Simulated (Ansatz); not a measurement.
# WS$_{2}$: one atom moved along a line

Level of theory: DFT PBEsol+D3(BJ), scalar-relativistic, plane waves, PAW in Ansatz 0.2.0. Settings: plane waves to 420 eV, k-mesh 6×6×6 (Γ-centred), Gaussian smearing 0.05 eV. Spin–orbit coupling is left out, which matters for the heavy elements here. No spin polarisation. Energies are free energies at this smearing, counted from the undisturbed cell; pressure is positive in compression.

The undisturbed cell (relaxed at this level; this form isn't the usual structure):

```
W S
1.0
    -6.24079    0.00000    0.00000
    -3.12039    5.40468    0.00000
    -3.12039    1.80156   -5.84139
W S
4 8
Cartesian
  -6.2408 5.4047 -0.0112
  -4.6806 2.7023 -0.0112
  -9.3612 5.4047 -0.0112
  -7.8010 2.7023 -0.0112
  -6.2408 5.4047 -4.2849
  -4.6806 2.7023 -4.2849
  -9.3612 5.4047 -4.2849
  -7.8010 2.7023 -4.2849
  -3.1204 3.6031 -1.5809
  -1.5602 0.9008 -1.5809
  -6.2408 3.6031 -1.5809
  -4.6806 0.9008 -1.5809
```

Atom 9 (S) is moved by x along the Cartesian unit vector (-0.653, -0.377, 0.657); the cell and all other atoms stay fixed.

```
  x (Å)  ΔE (meV/cell) force along x on the moved atoms (eV/Å) pressure (GPa) gap on the mesh (eV)
-0.4500         1036.6                                     3.87            -2.4                  0.46
-0.1500          146.1                                     1.82            -1.2                  0.65
 0.0000            0.0                                     0.00             0.0                  0.69
 0.3000          945.1                                    -7.49             4.4                  0.65
 0.4500         2590.2                                   -15.07             8.4                  0.58
```

Cost: 5 runs of about 4.5 core-minutes in all, on AMD EPYC 7R43 (Zen 3) (shared hosts).